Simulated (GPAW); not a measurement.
Runs of GPAW 26.7.0 on SnO. It takes space group P4/nmm (No. 129, tetragonal). The conventional cell has a = 3.814 Å, b = 3.814 Å, c = 4.887 Å, α = 90.00°, β = 90.00°, γ = 90.00°. Around Sn (site symmetry 4mm) lie 4 O at 2.23 Å. O (site symmetry -4m2) is surrounded by 4 Sn at 2.23 Å. The cell is a database's computed one.

| task | level | potentials or basis | spin | cell | k mesh | cutoff (eV) | maxiter | band path | band points | spin axis theta (degrees) | spin axis phi (degrees) | mesh quality | gap on the mesh (eV) | pressure (GPa) | largest force (eV/Å) |
| --- | --- | --- | --- | --- | --- | --- | --- | --- | --- | --- | --- | --- | --- | --- | --- |
| band structure | BP86 | PAW data sets generated in the run's folder for this functional, pw | SOC, no magnetisation | as given | 4 × 4 × 4 | 800 | 150 | GXMGZRAZ,XR,MA | 80 | 90 | 0 | coarse | 0.23 | 3.1 | (b) |
| band structure | optPBE-vdW | GPAW PAW data sets (gpaw-data 1.2.1), pw | SOC, no magnetisation | as given | 4 × 4 × 4 | 800 | 150 | GXMGZRAZ,XR,MA | 100 | 90 | 45 | coarse | 0.24 | - | 0.59 |
| relaxation of cell and atoms | rSCAN | GPAW PAW data sets (gpaw-data 1.2.1), pw | off | relaxed | 4 × 4 × 4 | 800 | 150 | - | - | - | - | coarse | 0.25 | 0.1 | 0.01 |
| single point | PBE | GPAW PAW data sets (gpaw-data 1.2.1), pw | off | as given | 6 × 6 × 5 | 600 | 120 | - | - | - | - | not flagged | (a) | 0.3 | (c) |

Alike in all rows: smearing fermi-dirac 0.05 eV.

Question: Estimate the missing entries.

Answer: (a) 0.15; (b) 0.28; (c) 0.32.

Caveats: spin-orbit coupling was added after a scalar SCF, so levels and gaps hold it while energy, forces, pressure and moments don't (some runs); this program's spin-orbit splittings come out too wide for heavy elements (some runs); the PAW data sets were made with another functional, which shifts forces and pressure a little (some runs); spin-orbit coupling is left out, which moves the levels of the heavy elements (some runs); later steps reuse the first step's grids (some runs); the cutoff is short for stress and forces, so pressures can be off by a GPa or more (some runs); an odd mesh through Γ misses points on the zone boundary, where band edges often lie (some runs).

A k mesh can miss the band edges, and rows without SOC leave out spin-orbit coupling on Sn.
